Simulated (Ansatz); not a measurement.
# CuO: the cost of one run

Computed with Ansatz 0.2.0 (DFT PBEsol without U, plane waves, PAW, unless a step's input says otherwise).

## (1) Starting point

Symmetry: Cc, No. 9, monoclinic system. The conventional cell has a = 4.689 Å, b = 3.427 Å, c = 5.132 Å, α = 90.00°, β = 99.65°, γ = 90.00°. Around Cu (site symmetry 1) lie 4 O at 1.91 to 2.02 Å. Around O (site symmetry 1) lie 4 Cu at 1.91 to 2.02 Å.

As a file:

```
CELL_PARAMETERS angstrom
2.34465 -1.71340 0.00000
2.34465 1.71340 0.00000
-0.86055 0.00000 5.05944
ATOMIC_POSITIONS crystal
Cu 0.00320 0.49680 0.00000
Cu 0.49680 0.00320 0.50000
O 0.57140 0.40560 0.25370
O 0.40560 0.57140 0.75370
```

Magnetic order typed: ferromagnetic.

An earlier series on this cell reached its lowest free state from «random orbitals: drawn by pairs, first filling», perhaps among other starts (it ended without moments).

## (2) Random orbitals: single harmonics, second filling

Contents of input.yaml:

```yaml
crystal:
  lattice:
    - [2.34464976, -1.71339982, 0.0]
    - [2.34464976, 1.71339982, 0.0]
    - [-0.86054991, 0.0, 5.05943948]
  atoms:
    - { symbol: Cu, position: [0.0032, 0.4968, 0.0], spin: 1.0 }
    - { symbol: Cu, position: [0.4968, 0.0032, 0.5], spin: 1.0 }
    - { symbol: O, position: [0.5714, 0.4056, 0.2537] }
    - { symbol: O, position: [0.4056, 0.5714, 0.7537] }
basis:
  ecutwfc: 420
  ecutrho_ratio: 4
kpoints:
  mp_grid: { grid: [7, 7, 4] }
hamiltonian:
  xc: pbesol
  hubbard:
    sites:
      - { site: 0, l: d, u_eff: 0.0, starting_ns: [{ spin: up, occupation_matrix: s0up }, { spin: down, occupation_matrix: s0down }] }
      - { site: 1, l: d, u_eff: 0.0, starting_ns: [{ spin: up, occupation_matrix: s1up }, { spin: down, occupation_matrix: s1down }] }
    occupation_matrices:
      s0up:
        matrix:
          - [0.97, 0.0, 0.0, 0.0, 0.0]
          - [0.0, 0.97, 0.0, 0.0, 0.0]
          - [0.0, 0.0, 0.97, 0.0, 0.0]
          - [0.0, 0.0, 0.0, 0.97, 0.0]
          - [0.0, 0.0, 0.0, 0.0, 0.97]
      s0down:
        matrix:
          - [0.97, 0.0, 0.0, 0.0, 0.0]
          - [0.0, 0.02, 0.0, 0.0, 0.0]
          - [0.0, 0.0, 0.97, 0.0, 0.0]
          - [0.0, 0.0, 0.0, 0.97, 0.0]
          - [0.0, 0.0, 0.0, 0.0, 0.97]
      s1up:
        matrix:
          - [0.97, 0.0, 0.0, 0.0, 0.0]
          - [0.0, 0.97, 0.0, 0.0, 0.0]
          - [0.0, 0.0, 0.97, 0.0, 0.0]
          - [0.0, 0.0, 0.0, 0.97, 0.0]
          - [0.0, 0.0, 0.0, 0.0, 0.97]
      s1down:
        matrix:
          - [0.97, 0.0, 0.0, 0.0, 0.0]
          - [0.0, 0.97, 0.0, 0.0, 0.0]
          - [0.0, 0.0, 0.97, 0.0, 0.0]
          - [0.0, 0.0, 0.0, 0.97, 0.0]
          - [0.0, 0.0, 0.0, 0.0, 0.02]
    ns_hold: { iters: 12 }
scf:
  occupations: { method: gaussian, width: 0.05 }
  lower_state_search: "off"
  max_iter: 150
output:
  forces: true
  stress: true
  eigenvalues: true
  populations: true
  hubbard: { sites: [{ site: 0, l: d }, { site: 1, l: d }] }
magnetization:
  spin_polarized: true
```

The typed matrices put 0.97 on the chosen orbitals and 0.02 on the others, and are held for 12 cycles.

Launch:

```console
$ ansatz run input.yaml --threads 2 --pin off --max-ram 3072MiB --backend cpu --events-out ev --progress --plain --runs-dir out
```

**Question.** How long does this run take on 2 threads of Intel Xeon Platinum 8488C (Sapphire Rapids), shared host, and how much memory does it need?

About 47 s, with a peak of 0.56 GiB.
